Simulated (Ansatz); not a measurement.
GaSb in the zincblende structure, relaxed with r2SCAN in Ansatz 0.2.0. Space group F-43m (No. 216), cubic; a = 6.132 Å in the conventional setting, 28.82 Å³ an atom. Ga has 4 Sb at 2.66 Å; Sb has 4 Ga at 2.66 Å.

The axes x, y and z are those of this cell:
```
CELL_PARAMETERS angstrom
0.00000 3.06588 3.06588
3.06588 0.00000 3.06588
3.06588 3.06588 0.00000
ATOMIC_POSITIONS crystal
Ga 0.00000 0.00000 0.00000
Sb 0.25000 0.25000 0.25000
```

Unstrained: With r2SCAN the gap is 0.414 eV and direct, at Γ. The HSE06 gap is direct at Γ: 0.772 eV. Meshes: r2SCAN 8×8×8, HSE06 6×6×6. Strains are changes of length per length, and xy shears are angles. After each strain the atoms were relaxed again with r2SCAN within the symmetry that the strain leaves, so tilts or polar shifts that break it weren't tested; points keep the names that they have in the unstrained zone. Spin-unpolarised throughout; all numbers are computed.

Question: Estimate what isotropic -0.5 % on every length does to the gap.

Answer: r2SCAN: the gap goes from 0.414 to 0.529 eV (+0.115 eV). HSE06: the gap goes from 0.772 to 0.895 eV (+0.123 eV). The r2SCAN energy rises by 1.1 meV an atom.

Question: One strain changed the r2SCAN stress by xx +0.01, yy +0.01, zz 0.00, xy -0.66 GPa (compression positive) and the gap by -0.060 eV (r2SCAN), -0.062 eV (HSE06). Which kind of strain was it, and roughly how large?

Answer: Xy shear, engineering strain (angle) +1.5 %. The pattern of the stress gives the kind; the size needs the stiffness, so it is an estimate.

Question: Apply uniaxial -1.5 % along [111], other directions held. How far does the gap move, against the unstrained cell?

Answer: r2SCAN: the gap goes from 0.414 to 0.452 eV (+0.038 eV); with r2SCAN the top three valence levels at Γ, degenerate before, become 1+2 from the top over 113 meV. HSE06: the gap goes from 0.772 to 0.814 eV (+0.042 eV). The r2SCAN energy rises by 2.3 meV an atom.

Question: One strain changed the r2SCAN stress by xx +2.70, yy +2.70, zz +2.70 GPa (compression positive) and the gap by +0.349 eV (r2SCAN), +0.355 eV (HSE06). Which kind of strain was it, and roughly how large?

Answer: Isotropic -1.5 % on every length. The pattern of the stress gives the kind; the size needs the stiffness, so it is an estimate.

Question: One strain changed the r2SCAN stress by xx +2.55, yy +2.55, zz +0.03 GPa (compression positive) and the gap by +0.111 eV (r2SCAN), +0.125 eV (HSE06). Which kind of strain was it, and roughly how large?

Answer: Epitaxial -2.5 % in the xy plane, free normal strain +2.08 %. The pattern of the stress gives the kind; the size needs the stiffness, so it is an estimate.

Spin-orbit coupling is left out, which matters wherever the heavy atoms make up the band edges.

The meshes of the hybrids are coarse, so their gaps aren't converged to the digits shown.

The splittings at Γ are without spin-orbit coupling, which regroups them where it is of like size or larger.
